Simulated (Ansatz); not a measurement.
# FeO (Pm-3m) in Ansatz: band structure with PBEsol

Aim: the band structure of FeO with PBEsol.

All numbers are computed with Ansatz 0.2.0; they aren't measurements. Logs are shortened: lines on timing, memory, paths and dates and some standing lists are left out, and cuts for length are marked.

## (1) The structure

The structure is cubic, space group Pm-3m (No. 221). Conventional cell: a = 2.612 Å, b = 2.612 Å, c = 2.612 Å, α = 90.00°, β = 90.00°, γ = 90.00°. Fe (site symmetry m-3m) has 8 O at 2.26 Å as nearest neighbours. O (site symmetry m-3m) has 8 Fe at 2.26 Å as nearest neighbours.

The cell comes from a database or a generator and needn't be the stable form of this composition.

## (2) Band structure, PBEsol, collinear spin, ferromagnetic start

input.yaml reads:

```yaml
crystal:
  lattice:
    - [2.61246963, 0.0, 0.0]
    - [0.0, 2.61246963, 0.0]
    - [0.0, 0.0, 2.61246963]
  atoms:
    - { symbol: Fe, position: [0.0, 0.0, 0.0], spin: 3.0 }
    - { symbol: O, position: [0.5, 0.5, 0.5] }
hamiltonian:
  xc: pbesol
  pseudopotentials: { kind: paw }
magnetization:
  spin_polarized: true
kpoints:
  mp_grid: { grid: [10, 10, 10] }
  band_path:
    path:
      - [[0.0, 0.0, 0.0], [0.0, 0.5, 0.0], [0.5, 0.5, 0.0], [0.0, 0.0, 0.0], [0.5, 0.5, 0.5], [0.0, 0.5, 0.0]]
      - [[0.5, 0.5, 0.0], [0.5, 0.5, 0.5]]
    npoints: 14
scf:
  occupations: { method: fermi_dirac, width: 0.05 }
  n_extra_bands: 6
output:
  forces: true
  stress: true
  eigenvalues: true
  fatbands: false
```

Potentials or basis: Ansatz PAW.

Started as:

```console
$ ansatz run input.yaml --threads 2 --pin off --max-ram 5632MiB --backend cpu --events-out ev --progress --plain --runs-dir out
```

The log of the run:

```text
Warning: RAYON_NUM_THREADS=2 ignored (pool sized by the plan → 2); use --threads N
scf.n_extra_bands = 6 over 11 filled bands (N_el = 22.0): the run solves 17 bands
Engine: ansatz 0.2.0, x86_64-unknown-linux-gnu
Pseudopotentials: kind: paw
Pseudopotential: Fe, paw, valence charge 16, recommended cutoff 420 eV (normal), Fe.paw.azcp
Pseudopotential: O, paw, valence charge 6, recommended cutoff 420 eV (normal), O.paw.azcp
Functional definition: PBEsol
  exchange = pbesol_x
  correlation = pbesol_c
Crystal: 2 atoms, lattice volume = 17.830 Å³
Basis set: ecut = 420 eV, 365 PW (Γ), exchange–correlation on 36×36×36 points (8 copies of the dense FFT grid, shifted against one another)
Bands: 17, of which v1, the nominal top of the filled ones, is band 11 counted from 1 (10 counted from 0)
Symmetry: 48 space group operations
Space group: Pm-3m (ITA 221), of the structure as read, at distance tolerance 2.6e-5 Å
Magnetic group: BNS 221.92 (UNI 1594), of the structure as read, at distance tolerance 2.6e-5 Å
k-points: 56 of 1000
Non-local potential: Fe, projectors of the file, l = 0: 3, l = 1: 2, l = 2: 3, l = 3: 1
Non-local potential: O, projectors of the file, l = 0: 2, l = 1: 2, l = 2: 1
PAW form: soft (Blöchl's): semilocal exchange-correlation on the pseudo side does not see the compensation charge
PAW frozen core: Fe, regenerated for the run's functional, and the local potential with it (the file was generated under x = pbe(κ = 0.804, μ = 0.2195149727645171), c = pbe(β = 0.06672455060314922))
PAW frozen core: O, regenerated for the run's functional, and the local potential with it (the file was generated under x = pbe(κ = 0.804, μ = 0.2195149727645171), c = pbe(β = 0.06672455060314922))
PAW one-centre angular grid: Fe, 590 points (default); XC on 64 Gauss nodes
PAW one-centre angular grid: O, 110 points (default); XC on 64 Gauss nodes
Initial density: superposition of atomic densities (chi_scale 0.1, normalization cell, long waves kept (reshape's long-wave potential 0.00 eV rms))
Starting moments: Σ|m| = 3 μB on 1 of 2 sites
Initial wavefunctions: pseudopotential atomic-orbital guess
Functional: x = pbesol(κ = 0.804, μ = 0.12345679012345678), c = pbesol(β = 0.046)
SCF iter   1: F=—  HF=-5007.599975 eV  |F-HF|=—  |Δ(HF+E_count)|=         —  Δρ=1.20e-1 (↑1.20e-1 ↓8.88e-2)  dr2=5.22e0  dr2_m=4.75e-1  M=3.326 μB ∫|m|=3.326 μB  β_m=0.30  ethr=3.10e-3  ⟨swp⟩=4.0  Hψ=7921  notcnv=0
Mixer restart at iter 1: flushing history
preconditioner: auto → none  [metal: Δε(μ)=0.008 eV  Ē_g=13.639 eV  σ=0.050 eV  W_gap=0.04  n_scr=6 (ndim 8)  ℏωp=32.9 eV  f_vac=0.000  D(μ)=3.74/eV (n_scr^D=80)  sad-step TF]
SCF iter   2: F=—  HF=-5008.132609 eV  |F-HF|=—  |Δ(HF+E_count)|=   5.33e-1  Δρ=9.41e-2 (↑9.41e-2 ↓7.86e-2)  dr2=3.25e-1  dr2_m=1.13e0  M=3.957 μB ∫|m|=3.957 μB  β_m=0.42  ethr=3.10e-3  ⟨swp⟩=3.5  Hψ=4555  notcnv=0  defer=45
SCF iter   3: F=—  HF=-5008.282674 eV  |F-HF|=—  |Δ(HF+E_count)|=   1.50e-1  Δρ=5.69e-2 (↑4.67e-2 ↓5.69e-2)  dr2=5.57e-2  dr2_m=4.04e-1  M=3.999 μB ∫|m|=3.999 μB  β_m=0.66  ethr=1.48e-3  ⟨swp⟩=2.1  Hψ=3365  notcnv=0  defer=58
SCF iter   4: F=—  HF=-5008.301130 eV  |F-HF|=—  |Δ(HF+E_count)|=         —  Δρ=1.93e-2 (↑1.93e-2 ↓1.90e-2)  dr2=1.54e-3  dr2_m=5.96e-2  M=3.999 μB ∫|m|=3.999 μB  β_m=0.66  ethr=2.53e-4  ⟨swp⟩=2.4  Hψ=3687  notcnv=0  defer=65
Mixer restart at iter 4: flushing history
SCF iter   5: F=—  HF=-5008.310804 eV  |F-HF|=—  |Δ(HF+E_count)|=   9.67e-3  Δρ=7.69e-3 (↑7.36e-3 ↓7.69e-3)  dr2=3.82e-4  dr2_m=9.13e-3  M=3.999 μB ∫|m|=4.000 μB  β_m=0.83  ethr=7.00e-6  ⟨swp⟩=1.8  Hψ=3244  notcnv=0  defer=68
SCF iter   6: F=—  HF=-5008.313864 eV  |F-HF|=—  |Δ(HF+E_count)|=   3.06e-3  Δρ=1.21e-3 (↑1.21e-3 ↓1.01e-3)  dr2=4.46e-4  dr2_m=4.30e-5  M=3.999 μB ∫|m|=4.000 μB  β_m=0.69  ethr=1.74e-6  ⟨swp⟩=2.2  Hψ=3433  notcnv=0  defer=70
SCF iter   7: F=—  HF=-5008.313705 eV  |F-HF|=—  |Δ(HF+E_count)|=   1.60e-4  Δρ=3.89e-4 (↑3.89e-4 ↓2.74e-4)  dr2=3.06e-5  dr2_m=1.05e-5  M=3.999 μB ∫|m|=4.000 μB  β_m=0.70  ethr=1.74e-6  ⟨swp⟩=2.2  Hψ=3163  notcnv=0  defer=73
SCF iter   8: F=—  HF=-5008.313717 eV  |F-HF|=—  |Δ(HF+E_count)|=   1.18e-5  Δρ=1.62e-4 (↑6.96e-5 ↓1.62e-4)  dr2=3.94e-6  dr2_m=8.07e-7  M=3.999 μB ∫|m|=4.000 μB  β_m=0.61  ethr=1.39e-7  ⟨swp⟩=2.0  Hψ=2464  notcnv=0  defer=73
SCF iter   9: F=—  HF=-5008.313715 eV  |F-HF|=—  |Δ(HF+E_count)|=   1.23e-6  Δρ=2.64e-5 (↑2.64e-5 ↓1.94e-5)  dr2=5.09e-8  dr2_m=6.66e-8  M=3.999 μB ∫|m|=4.000 μB  β_m=0.77  ethr=1.79e-8  ⟨swp⟩=2.2  Hψ=2659  notcnv=0  defer=73
SCF iter  10: F=—  HF=-5008.313715 eV  |F-HF|=—  |Δ(HF+E_count)|=   4.64e-8  Δρ=6.86e-6 (↑4.55e-6 ↓6.86e-6)  dr2=8.54e-9  dr2_m=3.08e-9  M=3.999 μB ∫|m|=4.000 μB  β_m=0.89  ethr=2.31e-10  ⟨swp⟩=2.1  Hψ=2675  notcnv=0  defer=73
SCF iter  11: F=-5008.313715 eV  HF=-5008.313715 eV  |F-HF|=2.32e-10  |Δ(HF+E_count)|=   1.27e-8  Δρ=9.35e-7 (↑2.69e-7 ↓9.35e-7)  dr2=2.54e-10  dr2_m=2.28e-11  M=3.999 μB ∫|m|=4.000 μB  ethr=3.88e-11  ⟨swp⟩=4.0  Hψ=6675  notcnv=0
SCF 1 converged in 11 iterations: F = -5008.313715 eV  dr2 = 2.54e-10
NSCF: frozen V_eff on 86 k-points
SCF converged after 11 iterations
Magnetization: 3.9992 μB (12.9996 up, 9.0004 down)
Absolute magnetization: 4.0003 μB (∫|ρ↑−ρ↓|, with the PAW one-centre terms)
Spin contamination: 0.0081 ħ² per cell (⟨S²⟩ above its minimum at these occupations)
Per-site moments (μB) at R_I (Å): [(3.4264457091790224, 0.9332668398055749), (0.4093166687422578, 0.9332668398055749)]
Free energy (F): -5008.313715 eV
Harris-Foulkes:  -5008.313715 eV  (|F-HF|=2.32e-10)
Internal energy: -5008.311883 eV  (E = F + TS)
E sigma→0 (E₀):  -5008.312799 eV
Entropy (-TS):   -0.001832 eV (-0.916 meV/atom)
Fermi energy:    16.008186 eV
--- Per-component energies (eV) ---
  E_band       = -225.159290
  E_kinetic    = 517.164934
  E_local      = -2396.053497  (includes V_loc(G=0)·N_el)
  E_nonlocal   = 279.374317
  E_hartree    = 977.239057
  E_xc         = -187.084471
  E_vxc        = -241.147859  (∫ρ·V_xc dr)
  E_paw        = -1491.557314  (= ΣΔE_a)
  E_vpaw       = -338.978484  (= ΣTr[D̂ρ^β])
  E_aug_tail   = 0.003458  (compensation charges beyond the density's cutoff)
  E_ewald      = -2707.612855
  E_core_change = 0.214490  (= ΣΔE_core)
  E_smearing   = -0.001832  (= −TS)
  E_closure    = -0.000000  (closes the sum)
  Σ components = -5008.313715   (vs F -5008.313715, Δ=0.00e0)
--- Forces (eV/Å), atoms counted from 1 ---
  atom   1  Fe    -0.00000000    -0.00000000     0.00000000
  atom   2  O      0.00000000     0.00000000     0.00000000
  max |Σ_I F_I| component: 1.61e-29 eV/Å
--- Stress (GPa, compression-positive) ---
       -0.611289       0.000000       0.000000
        0.000000      -0.611289       0.000000
        0.000000       0.000000      -0.611289
  P = ⅓ Tr σ = -0.6113 GPa (-6.113 kbar)
--- Band table (eV; the first three rows and the last of 112) ---
  k-point 0 ↑: bands = ["-73.2616", "-39.3665", "-39.3665", "-39.3665", "-4.6036", "11.3118", "11.3118", "12.9525", "12.9525", "12.9525", "13.4785", "13.4785", "13.4785", "16.5608", "31.0644", "31.0644", "35.8315"]
  k-point 1 ↑: bands = ["-73.2601", "-39.3815", "-39.3652", "-39.3652", "-4.4946", "10.9654", "11.3480", "12.4991", "12.4991", "12.6960", "13.4870", "13.9622", "13.9622", "17.2387", "30.5081", "31.0873", "35.6464"]
  k-point 2 ↑: bands = ["-73.2561", "-39.4205", "-39.3619", "-39.3619", "-4.1930", "9.7326", "11.4441", "11.9343", "11.9343", "12.9244", "13.5093", "14.6107", "14.6107", "18.4925", "29.0588", "31.1544", "35.0726"]
  k-point 55 ↓: bands = ["-69.1536", "-35.5299", "-35.5299", "-35.5299", "-0.8462", "9.5300", "9.5300", "9.5300", "17.8710", "17.8710", "18.9559", "18.9559", "18.9559", "23.1915", "23.1915", "23.1915", "33.1500"]
```

Run time: 5.8 s. Hardware: 2 threads of Intel Xeon at 2.70GHz, shared host; peak memory 0.33 GiB.

Results:

| Property | Result |
| --- | --- |
| Free energy | -5008.3137 eV |
| Pressure | -0.6 GPa |
| Band gap on the k mesh | none (metal or under the smearing width) |
| Net moment | 4.00 μB per cell |
| Absolute moment | 4.00 μB per cell |
| Site moments | Fe +3.43; O +0.41 μB |

Levels at the corners of the path, in eV from the Fermi level:
Spin up:
| point | band 10 | band 11 | band 12 | band 13 | band 14 | band 15 | band 16 | band 17 |
| --- | --- | --- | --- | --- | --- | --- | --- | --- |
| Γ | -3.06 | -2.53 | -2.53 | -2.53 | 0.55 | 15.06 | 15.06 | 19.82 |
| X | -2.44 | -1.57 | -0.29 | -0.29 | 5.83 | 8.10 | 15.40 | 17.31 |
| M | -3.21 | -3.21 | -2.12 | -1.51 | 5.80 | 10.92 | 10.92 | 16.29 |
| Γ | -3.06 | -2.53 | -2.53 | -2.53 | 0.55 | 15.06 | 15.06 | 19.82 |
| R | -1.46 | -0.20 | -0.20 | -0.20 | 6.39 | 6.39 | 6.39 | 15.20 |
| X | -2.44 | -1.57 | -0.29 | -0.29 | 5.83 | 8.10 | 15.40 | 17.31 |
| M | -3.21 | -3.21 | -2.12 | -1.51 | 5.80 | 10.92 | 10.92 | 16.29 |
| R | -1.46 | -0.20 | -0.20 | -0.20 | 6.39 | 6.39 | 6.39 | 15.20 |
Spin down:
```tsv
point	band 6	band 7	band 8	band 9	band 10	band 11	band 12	band 13
Γ	-2.33	-2.33	-2.33	-2.16	-2.16	1.52	1.52	1.52
X	-8.37	-3.06	-3.06	-1.60	1.40	1.64	2.54	2.54
M	-6.00	-6.00	-1.72	-1.38	0.28	0.60	0.60	1.81
Γ	-2.33	-2.33	-2.33	-2.16	-2.16	1.52	1.52	1.52
R	-6.48	-6.48	-6.48	1.86	1.86	2.95	2.95	2.95
X	-8.37	-3.06	-3.06	-1.60	1.40	1.64	2.54	2.54
M	-6.00	-6.00	-1.72	-1.38	0.28	0.60	0.60	1.81
R	-6.48	-6.48	-6.48	1.86	1.86	2.95	2.95	2.95
```

Caveat: the pressure holds a Pulay correction of +0.8 GPa for the finite cutoff; a cell with one magnetic atom can't hold antiferromagnetic order, which such compounds often take; semilocal functionals often make such compounds metallic where correlation or magnetic order opens a gap, which also shifts bond lengths; the PAW data sets come from PBE, with cores solved anew for the run's functional, which leaves a small shift of forces and pressure. With open d or f shells a metallic result of PBEsol can be an artefact of self-interaction; +U or a hybrid may open a gap.
